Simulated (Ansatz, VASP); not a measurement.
**One calculation of BeTe, two programs**

Contents of INCAR:

```
PREC = Accurate
ENCUT = 520
EDIFF = 1E-6
ISMEAR = -1
SIGMA = 0.05
LREAL = F
LASPH = T
NELM = 100
ALGO = Normal
ISIF = 2
LWAVE = F
LCHARG = T
GGA = CA
LELF = T
LVHAR = T
NBANDS = 11
```

KPOINTS

```
regular mesh
0
Gamma
  8 8 8
```

File POSCAR:

```
BeTe
1.0
    0.0000000000      2.7514088358      2.7514088358
    2.7514088358      0.0000000000      2.7514088358
    2.7514088358      2.7514088358      0.0000000000
Te Be
1 1
Direct
    0.7500000000      0.7500000000      0.7500000000
    0.0000000000      0.0000000000      0.0000000000
```

Contents of input.yaml:

```yaml
crystal:
  lattice:
    - [0.0, 2.7514088358, 2.7514088358]
    - [2.7514088358, 0.0, 2.7514088358]
    - [2.7514088358, 2.7514088358, 0.0]
  atoms:
    - { symbol: Te, position: [0.75, 0.75, 0.75] }
    - { symbol: Be, position: [0.0, 0.0, 0.0] }
hamiltonian:
  xc: lda
  pseudopotentials: { kind: paw }
kpoints:
  mp_grid: { grid: [8, 8, 8] }
scf:
  occupations: { method: fermi_dirac, width: 0.05 }
output:
  forces: true
  stress: true
  eigenvalues: true
```

Alike in both runs: task single point; functional LDA; k mesh 8 × 8 × 8; occupations fermi-dirac, width 0.05 eV; no spin polarisation.

```csv
,VASP,Ansatz
version,VASP 6.6.1,Ansatz 0.2.0
potentials or method,"VASP PAW LDA potentials, release 64 (Te, Be)",Ansatz PAW
plane-wave cutoff (eV),520,420
valence electrons in the cell,8,18
```

```tsv
	VASP	Ansatz	Ansatz less VASP
gap on the k mesh at the Fermi level (eV)	1.70	1.72	+0.021
least direct gap on the mesh (eV)	3.52	3.56	+0.039
pressure (GPa)	2.2	1.9	-0.31
```

The two sets of potentials don't hold the same shells in valence.

Caveats: spin-orbit coupling is left out, which moves the levels of the heavy elements; the PAW data sets come from PBE, with cores solved anew for the run's functional, which leaves a small shift of forces and pressure (Ansatz). A hybrid or GW would open this gap; LDA tends to underestimate it. A k mesh can miss the band edges.
